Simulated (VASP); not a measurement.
# Tm (Im-3m) in VASP: notebook

Runs on Tm. Level: PBE. Tasks: single point.

Program: VASP 6.6.1. These are calculated values, not measurements. Logs are shortened: lines on timing, memory, paths and dates and some standing lists are left out, and cuts for length are marked.

### 1 The crystal as given

It takes space group Im-3m (No. 229, cubic). Conventional cell: a = 3.941 Å, b = 3.941 Å, c = 3.941 Å, α = 90.00°, β = 90.00°, γ = 90.00°. Tm (site symmetry m-3m) is surrounded by 8 Tm at 3.41 Å.

This isn't the form of Tm at room conditions, which is hcp.

### 2 Single point, PBE, collinear spin, ferromagnetic start

Contents of INCAR:

```
ADDGRID  = F            
ALGO     = Normal         # electronic algorithm
EDIFF    = 1E-6           # SCF threshold, eV
ENCUT    = 300            # plane-wave cutoff, eV
GGA      = PE             # functional
ISIF     = 2              # what is computed and relaxed
ISMEAR   = -1             # smearing method
ISPIN    = 2              # spin polarisation
LASPH    = T              # aspherical terms in the spheres
LCHARG   = F              # write CHGCAR
LMAXMIX  = 6              # l up to which the mixer works
LORBIT   = 11             # projections on sites
LREAL    = F              # projectors in reciprocal space
LWAVE    = F              # write WAVECAR
MAGMOM   = 2              # initial moments
NELM     = 100            # most SCF steps
PREC     = Accurate       # precision mode
SIGMA    = 0.1            # smearing width, eV
```

Contents of KPOINTS:

```
k-points
0
Gamma
  3 3 3
```

Contents of POSCAR:

```
Tm
1.0
   -1.8621100000      1.9916120000      1.9516370000
    1.9655340000     -2.0016460000      2.0650950000
    1.8577320000      1.9972680000     -1.9616710000
Tm
1
Direct
   -0.0415270000     -0.0161680000     -0.0347540000
```

Potentials or basis: VASP PAW PBE potentials, release 64 (Tm).

The run is started by

```console
cat potpaw_PBE.64/Tm/POTCAR > POTCAR
mpirun -np 1 vasp_std > vasp.out
```

OUTCAR:

```text
EDIFF = 1E-6
   ENCUT = 300
   GGA = PE
   ISIF = 2
   ISMEAR = -1
   ISPIN = 2
   LASPH = T
   LORBIT = 11
   LREAL = F
   NELM = 100
   PREC = Accurate

 Found     14 irreducible k-points:

 Following reciprocal coordinates:
            Coordinates               Weight
  0.000000  0.000000  0.000000      1.000000
  0.333333  0.000000 -0.000000      2.000000
  0.000000  0.333333  0.000000      2.000000
  0.333333  0.333333  0.000000      2.000000
 -0.333333  0.333333  0.000000      2.000000
 -0.000000  0.000000  0.333333      2.000000
   k-points           NKPTS =     14   k-points in BZ     NKDIM =     14   number of bands    NBANDS=     16
   number of dos      NEDOS =    301   number of ions     NIONS =      1
   total plane-waves  NPLWV =   8000
   dimension x,y,z NGX =    20 NGY =   20 NGZ =   20
   dimension x,y,z NGXF=    40 NGYF=   40 NGZF=   40
   ions per type =               1
   NGX,Y,Z   is equivalent  to a cutoff of   9.92,  9.54,  9.90 a.u.
   NGXF,Y,Z  is equivalent  to a cutoff of  19.83, 19.09, 19.79 a.u.
 SYSTEM =  unknown system
   PREC   = accura    normal or accurate (medium, high low for compatibility)
   ISTART =      0    job   : 0-new  1-cont  2-samecut
   ICHARG =      2    charge: 1-file 2-atom 10-const
   ISPIN  =      2    spin polarized calculation?
   LNONCOLLINEAR =      F non collinear calculations
   LSORBIT =      F    spin-orbit coupling
   LASPH  =      T    aspherical Exc in radial PAW
   ENCUT  =  300.0 eV  22.05 Ry    4.70 a.u.   4.74  4.92  4.74*2*pi/ulx,y,z
   NELM   =    100;   NELMIN=  2; NELMDL= -5     # of ELM steps
   EDIFF  = 0.1E-05   stopping-criterion for ELM
   LREAL  =      F    real-space projection
   EDIFFG = 0.1E-04   stopping-criterion for IOM
   NSW    =      0    number of steps for IOM
   IBRION =     -1    ionic relax: 0-MD 1-quasi-New 2-CG
   NFREE  =      0    steps in history (QN), initial steepest desc. (CG)
   ISIF   =      2    stress and relaxation
   ISYM   =      2    0-nonsym 1-usesym 2-fastsym
   POTIM  = 0.5000    time-step for ionic-motion
   TEBEG  =    0.0;   TEEND  =   0.0 temperature during run
   PSTRESS=    0.0 pullay stress
   NELECT =      23.0000    total number of electrons
   NUPDOWN=      -1.0000    fix difference up-down
   EMIN   =  10.00;   EMAX   =-10.00  energy-range for DOS
   EFERMI =   0.00;   METHOD = LEGACY
   ISMEAR =    -1;   SIGMA  =   0.10  broadening in eV -4-tet -1-fermi 0-gaus
   EFERMI_NEDOS =   21; number of points for ismear=-14 and -15
   IALGO  =     38    algorithm
   IMIX   =      4    mixing-type and parameters
     AMIX     =   0.40;   BMIX     =  1.00
     AMIX_MAG =   1.60;   BMIX_MAG =  1.00
  volume/ion in A,a.u.               =      30.61       206.55
  Fermi-wavevector in a.u.,A,eV,Ry     =   1.488367  2.812605 30.140106  2.215235
  Thomas-Fermi vector in A             =   2.601410
   LORBIT       =     11    0 simple, 1 ext, 2 COOP (PROOUT), +10 PAW based schemes
   GGA     = PE    functional components
   LHFCALC =     F    Hartree Fock is set to
   AEXX    =    0.0000 exact exchange contribution
   IVDW    =     0    specifies the selected vdW correction
   LEPSILON=     F    determine dielectric tensor
   LRPA    =     F    only Hartree local field effects (RPA)
 spin polarized calculation
  energy-cutoff  :      300.00
  volume of cell :       30.61
 maximum number of plane-waves:       369
   NGX =  9   NGY =  9   NGZ =  9

 number of electron      22.9999991 magnetization       1.4315978

 Free energy of the ion-electron system (eV)
  ---------------------------------------------------
  ext. energy  EPLUGINS =         0.00000000
  ---------------------------------------------------
  free energy    TOTEN  =        -3.86669327 eV

  energy without entropy =       -3.61236777  energy(sigma->0) =       -3.73953052

 E-fermi :   2.3557     XC(G=0): -10.1948

 val. band max:        2.3424692312   @ k =   0.3333   0.3333   0.3333
 cond. band min:       2.3590495666   @ k =  -0.3333   0.0000   0.3333
 fundamental gap:      0.0165803354
 Fermi energy:         2.3556884326

 spin component 1

 k-point     1 :       0.0000    0.0000    0.0000
  band No.  band energies     occupation
      1     -48.2136      1.00000
      2     -21.1882      1.00000
      3     -21.1574      1.00000
      4     -21.1318      1.00000
      5      -3.1612      1.00000
      6       0.7364      1.00000
[... 8 lines left out ...]
     15       5.3969      0.00000
     16       7.0110      0.00000
[... 77 lines left out ...]
 k-point     6 :      -0.0000    0.0000    0.3333
  band No.  band energies     occupation
      1     -48.1790      1.00000
      2     -21.6311      1.00000
      3     -21.3303      1.00000
      4     -21.1587      1.00000
      5      -0.5536      1.00000
      6       0.8103      1.00000
[... 8 lines left out ...]
     15       7.3224      0.00000
     16       7.6828      0.00000

 [... further k-points ...]

 spin component 2

 k-point     1 :       0.0000    0.0000    0.0000
  band No.  band energies     occupation
      1     -47.6329      1.00000
      2     -20.7485      1.00000
      3     -20.7272      1.00000
      4     -20.7071      1.00000
      5      -2.9917      1.00000
      6       1.8097      0.99576
[... 8 lines left out ...]
     15       5.6416      0.00000
     16       7.1750      0.00000
[... 77 lines left out ...]
 k-point     6 :      -0.0000    0.0000    0.3333
  band No.  band energies     occupation
      1     -47.5969      1.00000
      2     -21.2200      1.00000
      3     -20.8942      1.00000
      4     -20.7329      1.00000
      5      -0.3591      1.00000
      6       1.7911      0.99648
[... 8 lines left out ...]
     15       7.5526      0.00000
     16       7.8730      0.00000

 [... further k-points ...]

------------------------ aborting loop because EDIFF is reached ----------------------------------------

  FORCE on cell =-STRESS in cart. coord.  units (eV):
  Direction    XX          YY          ZZ          XY          YZ          ZX
  --------------------------------------------------------------------------------------
  -------------------------------------------------------------------------------------
  Total        0.1816225     -0.0894865      0.0849351     -0.0272476      0.0158088     -0.0625486
  in kB        9.5073087     -4.6843079      4.4460576     -1.4263165      0.8275377     -3.2742016
  external PRESSURE =       3.0896861 kB  Pullay stress =       0.0000000 kB

 VOLUME and BASIS-vectors are now :
 -----------------------------------------------------------------------------
  energy-cutoff  :      300.00
  volume of cell :       30.61
      direct lattice vectors                 reciprocal lattice vectors
    -1.862110000  1.991612000  1.951637000    -0.006468339  0.251318090  0.249752960
     1.965534000 -2.001646000  2.065095000     0.255000420  0.000889619  0.242395002
     1.857732000  1.997268000 -1.961671000     0.262009400  0.250969113 -0.006119362

 POSITION                                       TOTAL-FORCE (eV/Angst)
 -----------------------------------------------------------------------------------
      1.94214      1.86748      2.00880         0.000000      0.000000      0.000000
 -----------------------------------------------------------------------------------
    total drift:                                0.000280      0.000130     -0.000127

  FREE ENERGIE OF THE ION-ELECTRON SYSTEM (eV)
  ---------------------------------------------------
  free  energy   TOTEN  =        -3.8666932737 eV

  energy  without entropy=       -3.6123677662  energy(sigma->0) =       -3.73953052

 total charge

# of ion       s       p       d       f       tot
--------------------------------------------------
    1        2.210   5.918   0.426  12.495  21.049

 magnetization (x)

# of ion       s       p       d       f       tot
--------------------------------------------------
    1        0.010  -0.010   0.055   1.284   1.339
```

Wall time 86 s (1 thread of Intel Xeon Platinum 8259CL at 2.50GHz (Skylake/Cascade Lake), shared host); peak memory 0.14 GiB.

The run converged, but a check on its numbers failed (symmetry, net force, bounds or a known fault of this set-up), so they aren't taken as properties of the crystal.

Caveat: the k mesh is coarse (spacing up to 0.76 Å⁻¹), so the values aren't converged; the cutoff lies under the usual one of these potentials, so the numbers hold a large basis-set error; the magnetic or orbital state may not be the lowest; spin-orbit coupling is left out, which moves the levels of the heavy elements.

### 3 Single point, PBE, collinear spin, ferromagnetic start

This run uses another cell than the first one, of the same volume but with other edges.

INCAR, as its differences from that of step 2:

```diff
@@ -3,3 +3,3 @@
 EDIFF    = 1E-6           # SCF threshold, eV
-ENCUT    = 300            # plane-wave cutoff, eV
+ENCUT    = 350            # plane-wave cutoff, eV
 GGA      = PE             # functional
```

KPOINTS is that of step 2.

Contents of POSCAR:

```
Tm
1.0
   -1.9705499473      1.9705499473      1.9705499473
    1.9705499473     -1.9705499473      1.9705499473
    1.9705499473      1.9705499473     -1.9705499473
Tm
1
Direct
    0.0000000000      0.0000000000      0.0000000000
```

Potentials or basis: VASP PAW PBE potentials, release 64 (Tm).

The run is started by

```console
cat potpaw_PBE.64/Tm/POTCAR > POTCAR
mpirun -np 1 vasp_std > vasp.out
```

Wall time 40 s (1 thread of Intel Xeon Platinum 8259CL at 2.50GHz (Skylake/Cascade Lake), shared host); peak memory 0.15 GiB.

These settings aren't checked as converged: the numbers below hold their error.

Results:

```yaml
Free_energy: -3.8765 eV
Band_gap_on_the_k_mesh: none (metal or under the smearing width)
Net_moment: 1.21 μB per cell
Site_moments: Tm +1.20 μB
Valence_electrons_inside_the_program's_atomic_spheres: Tm 21.08
```

Caveat: the k mesh is coarse (spacing up to 0.75 Å⁻¹), so the values aren't converged; the cutoff is under 1.25 times the usual one of these potentials, so pressure, stress and relaxed cells hold a basis-set (Pulay) error; the magnetic or orbital state may not be the lowest; spin-orbit coupling is left out, which moves the levels of the heavy elements.

### 4 Single point, PBE, collinear spin, ferromagnetic start

INCAR is that of step 3.

KPOINTS is that of step 3.

Contents of POSCAR:

```
Tm
1.0
   -1.8621100000      1.9916120000      1.9516370000
    1.9655340000     -2.0016460000      2.0650950000
    1.8577320000      1.9972680000     -1.9616710000
Tm
1
Direct
   -0.0415270000     -0.0161680000     -0.0347540000
```

The run is started by

```console
cat potpaw_PBE.64/Tm/POTCAR > POTCAR
mpirun -np 1 vasp_std > vasp.out
```

Run time: 37 s. Hardware: 1 thread of Intel Xeon Platinum 8259CL at 2.50GHz (Skylake/Cascade Lake), shared host; peak memory 0.15 GiB.

These settings aren't checked as converged: the numbers below hold their error.

Results:

- Free energy: -3.8947 eV
- Band gap on the k mesh: none (metal or under the smearing width)
- Net moment: 0.74 μB per cell
- Site moments: Tm +1.04 μB
- Valence electrons inside the program's atomic spheres: Tm 21.07

Caveat: the k mesh is coarse (spacing up to 0.76 Å⁻¹), so the values aren't converged; the cutoff is under 1.25 times the usual one of these potentials, so pressure, stress and relaxed cells hold a basis-set (Pulay) error; the magnetic or orbital state may not be the lowest; spin-orbit coupling is left out, which moves the levels of the heavy elements.

### 5 The reference run

An earlier run on the cell as given: functional PBE; potentials or basis VASP PAW PBE potentials, release 64 (Tm); cutoff 520 eV; k mesh 10 × 10 × 10; occupations fermi-dirac, width 0.05 eV; collinear spin, ferromagnetic start; starting moments [2.0] μB.

- Pressure: 2.8 GPa
- Band gap on the k mesh: none (metal or under the smearing width)
- Net moment: 1.14 μB per cell
- Site moments: Tm +1.22 μB
- Valence electrons inside the program's atomic spheres: Tm 21.06
